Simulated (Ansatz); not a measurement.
Input and command of a calculation in Ansatz (plane waves; scalar-relativistic PAW potentials unless the input names others):

```yaml
crystal:
  lattice:
    - [0.0, 2.761452396, 2.761452396]
    - [2.761452396, 0.0, 2.761452396]
    - [2.761452396, 2.761452396, 0.0]
  atoms:
    - { symbol: Ca, position: [0.0, 0.0, 0.0] }
basis:
  ecutwfc: 420
kpoints:
  mp_grid: { grid: [14, 14, 14] }
hamiltonian:
  xc: pbe
scf:
  occupations: { method: gaussian, width: 0.1 }
  max_iter: 1
output:
  forces: true
  eigenvalues: true
  stress: true
relax:
  adjacent_minimum: "off"
  f_tol: 0.01
  max_steps: 60
  cell: { stress_tol: 0.1 }
```

```bash
ansatz run input.yaml --threads 1 --pin off --max-ram 1331MiB --backend cpu --events-out ev --progress --plain --runs-dir out
```

Abridged log:
```
Basis set: ecut = 420 eV, 869 PW (Γ), exchange–correlation on 54×54×54 points (8 copies of the dense FFT grid, shifted against one another)
Bands: 9, of which v1, the nominal top of the filled ones, is band 5 counted from 1 (4 counted from 0)
Symmetry: 48 space group operations
k-points: 104 of 2744
SCF iter   1: F=—  HF=-1816.863607 eV  |F-HF|=—  |Δ(HF+E_count)|=         —  Δρ=7.86e-4  dr2=2.70e-4  ethr=1.77e-3  ⟨swp⟩=4.0  Hψ=14253  notcnv=0
```

Q: What should be changed?

A: The fault is too few SCF iterations (scf.max_iter: not typed → 1, the first being the value of the sound run). Setting it back cures it. The log, from which this was withheld above, says: «Error: did not converge after 1 iterations: dr2 = 2.70e-4 (threshold 1.00e-7), under the density mixer `msr1`, which `scf.mixing.algorithm: auto` chose by the deck's other keys (type `scf.mixing.algorithm: msr1` to keep it); raise `scf.max_iter`, which need not help a stalled SCF, or adjust the mixing (`scf.mixing`) or, under a smearing, its width (`scf.occupations.width` …» The run stopped without converging. A reference run from the same start on usual settings converged, and the end of its own relaxation has pressure 0.03 GPa, largest force 0.000 eV/Å, no gap on the mesh.